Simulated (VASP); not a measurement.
SnO2 in VASP: the effect of strain

Crystal: SnO2.

```
Sn O
1.0
     1.55241    0.89628    4.80059
    -1.55241    0.89628    4.80059
     0.00000   -1.79257    4.80059
Sn O
1 2
Direct
  0.50000 0.50000 0.50000
  0.76283 0.76283 0.76283
  0.23717 0.23717 0.23717
```

Measurements of this composition are mostly on another form, of space group No. 136.

The cell isn't the ideal one: strain = -0.04.

Alike in all runs:

* Program: VASP 6.6.1
* Task: single point
* Functional: PBE
* Potentials or basis: VASP PAW PBE potentials, release 64 (Sn_d, O)
* Cutoff: 520 eV
* k mesh: 10 × 10 × 10
* Occupations: fermi-dirac, width 0.05 eV
* Spin: no spin polarisation
* Strain kind: biaxial_xy
* Further INCAR settings: ALGO = Normal; EDIFF = 1e-06

Problem. One run gave: gap on the mesh 1.91 eV; pressure 0.0 GPa; largest force 0.08 eV/Å. Which strain did it use?
A. 0.02
B. -0.04
C. 0.04
D. 0
E. -0.02

Solution. D.

```tsv
strain	gap on the mesh (eV)	pressure (GPa)	largest force (eV/Å)
-0.04	2.74	17.1	0.84
-0.02	2.31	7.6	0.33
-0.01	2.11	3.6	0.11
0	1.91	0.0	0.08
0.01	1.73	-3.3	0.26
0.02	1.53	-6.1	0.41
0.04	1.18	-10.9	0.68
```

Caveats: spin-orbit coupling is left out, which moves the levels of the heavy elements.

A k mesh can miss the band edges.
